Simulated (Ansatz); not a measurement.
**Elastic constants of W at 5 GPa (stress–strain coefficients): input and output**

Level of theory: DFT PBE, scalar-relativistic, plane waves, PAW in Ansatz 0.2.0.

Launched with:
```bash
ansatz run input.yaml --threads 1 --pin off --max-ram 3072MiB --backend cpu --events-out ev --progress --plain --runs-dir out
```

Input (bare energies are in eV):
```yaml
crystal:
  lattice:
    - [0.0, 2.0078870489, 2.0078870489]
    - [2.0078870489, 0.0, 2.0078870489]
    - [2.0078870489, 2.0078870489, 0.0]
  atoms:
    - { symbol: W, position: [0.0, 0.0, 0.0] }
basis:
  ecutwfc: 420
kpoints:
  mp_grid: { grid: [20, 20, 20] }
hamiltonian:
  xc: pbe
scf:
  occupations: { method: fermi_dirac, width: 0.15 }
output:
  forces: true
  stress: true
  eigenvalues: true
elastic:
  mode: relaxed_ion
  amplitude: 0.005
```

From the output:
```
--- Elastic constants: 2 strain directions × 4 members + reference (group order 48) ---
  dense FFT box of the reference and of every strained cell: 20×20×20
  strains applied: 11, 23; error gains: componentwise 1.00 (the most a stress slope's error grows in a printed constant), spectral 1.73 (1 for all six strains in a standard setting)
  C = ∂σ_k/∂η_j (tension-positive GPa; Voigt order 11 22 33 23 13 12):
       115.720    393.310    393.310      0.000      0.000     -0.000
       393.310    115.720    393.310     -0.000     -0.000     -0.000
       393.310    393.310    115.720      0.000      0.000      0.000
         0.000      0.000      0.000    -79.404      0.000     -0.000
         0.000     -0.000     -0.000     -0.000    -79.404      0.000
         0.000     -0.000      0.000      0.000     -0.000    -79.404
  reference stress σ⁰ (GPa):     -5.010     -5.010     -5.010      0.000      0.000     -0.000
  C* (energy form; C + prestress term) asymmetry max|C*_kj − C*_jk| = 5.684e-14 GPa — a small one proves nothing (zero by symmetry where the batch's group is 432, −43m or m−3m); a large one is finite-difference/SCF noise where every solve ...
  moduli (Voigt/Reuss/Hill, GPa): K = 300.78/300.78/300.78   G = -103.16/-95.80/-99.48   E = -335.42   ν = 0.686
  mechanically stable: NO (min eigenvalue of sym C = -277.59 GPa)
  strain η (Voigt 11):  stress-route row diagonal C_11 = 115.72 GPa, energy-path curvature d²(F+E_count+ΔE)/dδ²/Ω₀ = 115.66 GPa
    cells at ±δ against ±2δ: C11 116.02 and 116.91 GPa, apart by 0.23 % of the column's largest entry
         δ    σ_11 (GPa) F (eV) n_scf n_hpsi n_pw
    -1.000e-2      -6.1469      -10384.3740321       7  126080    331   relax 0 steps, max|allowed force component| 0.00e0 eV/Å
    -5.000e-3      -5.5822      -10384.3769956       4  110484    331   relax 0 steps, max|allowed force component| 0.00e0 eV/Å
     5.000e-3      -4.4220      -10384.3820550       4  110953    332   relax 0 steps, max|allowed force component| 0.00e0 eV/Å
     1.000e-2      -3.8087      -10384.3841377       6  109622    332   relax 0 steps, max|allowed force component| 0.00e0 eV/Å
  strain η (Voigt 23):  stress-route row diagonal C_44 = -79.40 GPa, energy-path curvature d²(F+E_count+ΔE)/dδ²/Ω₀ = -76.93 GPa
    cells at ±δ against ±2δ: C44 -79.07 and -78.06 GPa, apart by 1.27 % of the column's largest entry
         δ    σ_23 (GPa) F (eV) n_scf n_hpsi n_pw
    -1.000e-2       0.7806      -10384.3800565       8  232460    331   relax 0 steps, max|allowed force component| 0.00e0 eV/Å
    -5.000e-3       0.3953      -10384.3797679       4  197864    332   relax 0 steps, max|allowed force component| 0.00e0 eV/Å
     5.000e-3      -0.3953      -10384.3797679       4  194714    332   relax 0 steps, max|allowed force component| 0.00e0 eV/Å
     1.000e-2      -0.7806      -10384.3800565       6  202921    331   relax 0 steps, max|allowed force component| 0.00e0 eV/Å
```

It took 56 s on 1 thread of Intel(R) Xeon(R) Platinum 8488C (Sapphire Rapids) (shared host), peak memory 0.56 GiB.

In a metal, frequencies and elastic constants depend on the k mesh and the smearing, soft modes and shear constants most. Spin–orbit coupling is left out, which can shift energies with elements as heavy as these. Other phases may be more stable at this pressure.

As the tensor has a negative eigenvalue, the Reuss and Hill moduli of a polycrystal, and E and ν formed from them, have no physical meaning here.

This fcc form isn't the element's structure at ambient conditions.